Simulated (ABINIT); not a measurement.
Crystal: SnTe.

```
CELL_PARAMETERS angstrom
0.00000 3.61115 3.61115
3.61115 0.00000 3.61115
3.61115 3.61115 0.00000
ATOMIC_POSITIONS crystal
Te 0.25000 0.25000 0.25000
Sn 0.00000 0.00000 0.00000
```

Measurements of this composition are mostly on another form, of space group No. 225.

Program: ABINIT 10.8.3 (patched build). Alike in all runs: potentials or basis JTH PAW PBE v2.0; no spin polarisation; cell as given; k mesh 7 × 7 × 7; smearing fermi-dirac 0.05 eV. Hardware: 1 thread of Intel(R) Xeon(R) 6975P-C (Granite Rapids), on a shared host.

Q: Order these runs on this cell by their wall time, lowest first.
A. task single point; level PBE; cutoff (eV) 599; fine-grid cutoff 1197.3 eV
B. task band structure; level PBEsol; cutoff (eV) 599; fine-grid cutoff 1197.3 eV
C. task band structure; level r2SCAN; cutoff (eV) 707; fine-grid cutoff 1306.15 eV

A: A (30 s), B (160 s), C (690 s).
